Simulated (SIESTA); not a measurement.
# Ag in SIESTA: the effect of basis

Crystal: Ag.

```xyz
1
Lattice="0.0000 2.0427 2.0427 2.0427 0.0000 2.0427 2.0427 2.0427 0.0000" Properties=species:S:1:pos:R:3 pbc="T T T"
Ag    0.0000    0.0000    0.0000
```

Alike in all runs:

- Program: SIESTA 5.4.2
- Task: band structure
- Functional: PBEsol
- Potentials or basis: PseudoDojo 0.4 standard (PBEsol files)
- Grid cutoff: 800 Ry
- Energy shift: 0.003 Ry
- k mesh: 11 × 11 × 11
- Occupations: fermi-dirac, width 0.05 eV
- Spin: no spin polarisation

| basis | pressure (GPa) |
| --- | --- |
| SZ | ? |
| SZP | -2.8 |
| DZ | -5.1 |
| DZP | -2.7 |
| TZP | -2.9 |
| TZDP | -2.8 |

Task: What does the run with basis SZ give?

Result: Pressure 14.4 GPa.

Caveats: short orbitals over semicore shells can move pressures by several GPa; the basis of atomic orbitals isn't converged, which shifts pressures, moduli and gaps; the basis has no polarisation orbitals (some runs).
